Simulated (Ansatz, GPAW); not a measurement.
The band gap of Al2O3, sorted by core time

```
CELL_PARAMETERS angstrom
4.61378 0.00000 0.00000
0.00000 9.56328 0.00000
0.00000 0.00000 3.11986
ATOMIC_POSITIONS crystal
Al 0.98298 0.82457 0.00000
Al 0.01702 0.17543 0.00000
Al 0.48297 0.67543 0.50000
Al 0.51702 0.32457 0.50000
O 0.50000 0.50000 0.50000
O 0.12363 0.75305 0.50000
O 0.37637 0.25305 0.00000
O 0.62364 0.74695 0.00000
O 0.00000 0.00000 0.00000
O 0.87636 0.24695 0.50000
```

Measurements of this composition are mostly on another form, of space group No. 167.

```csv
rung,level,program and potentials,cutoff (eV),k mesh,core time,chip,band gap (eV),notes
LDA,LDA,"Ansatz, Ansatz PAW",420,6 × 4 × 8,12 s,AMD EPYC 7R13 Zen 3,3.36,"potentials made for PBE, which Ansatz adapts in part"
meta-GGA,r2SCAN,"Ansatz, Ansatz PAW",500,6 × 4 × 8,26 s,AMD EPYC 7R13 Zen 3,4.12,"potentials made for PBE, which Ansatz adapts in part"
GGA,PBEsol,"Ansatz, Ansatz PAW",420,6 × 3 × 9,38 s,Arm Neoverse V1,3.43,"potentials made for PBE, which Ansatz adapts in part"
GGA,BLYP,"Ansatz, Ansatz PAW",420,6 × 3 × 9,40 s,Arm Neoverse V1,3.64,"potentials made for PBE, which Ansatz adapts in part"
hybrid,PBE0,"Ansatz, Ansatz PAW",420,4 × 2 × 6,44 s,AMD EPYC 7R13 Zen 3,5.96,"potentials made for PBE, which Ansatz adapts in part"
hybrid,HSE06,"Ansatz, Ansatz PAW",420,4 × 2 × 6,44 s,AMD EPYC 7R13 Zen 3,5.21,"potentials made for PBE, which Ansatz adapts in part"
LDA,LDA,"Ansatz, Ansatz PAW",420,6 × 3 × 9,56 s,Arm Neoverse V1,3.36,"potentials made for PBE, which Ansatz adapts in part"
meta-GGA,r2SCAN,"Ansatz, Ansatz PAW",500,6 × 3 × 9,83 s,Arm Neoverse V1,4.12,"potentials made for PBE, which Ansatz adapts in part"
GGA,PBEsol,"GPAW, PAW data sets generated for this functional",800,5 × 3 × 7,8.1 min,Arm Neoverse V1,3.46,-
GGA,PBEsol,"GPAW, PAW data sets generated for this functional",800,4 × 2 × 6,9 min,Intel Xeon,3.46,-
LDA,LDA,"GPAW, the program's PAW data sets (release 1.2.1) made for this functional",800,4 × 2 × 6,9.8 min,Intel Xeon,3.40,-
meta-GGA,r2SCAN,"GPAW, GPAW PAW data sets (gpaw-data 1.2.1)",800,4 × 2 × 6,24 min,Intel Xeon,4.17,potentials made for PBE
```

Times are single runs on shared hosts and different chips, so they are rough; meshes, cutoffs and the tasks' sizes weigh on the time. Task: band structure. All rows: no spin polarisation. Gaps are the least found on the k mesh or the band path, and a mesh can miss the band edges. Meshes differ between rows, which moves values too. All levels ran on this one cell, unrelaxed unless noted. Meshes are those of the run's cell of 10 atoms unless a note names another. Runs on faulty files, with rough fits or with known faults for this quantity aren't shown. PBE isn't shown for this crystal. No row holds spin-orbit coupling.

By rung: LDA 3.36 to 3.40; GGA 3.43 to 3.64; meta-GGA 4.12 to 4.17; hybrid 5.21 to 5.96 (eV).
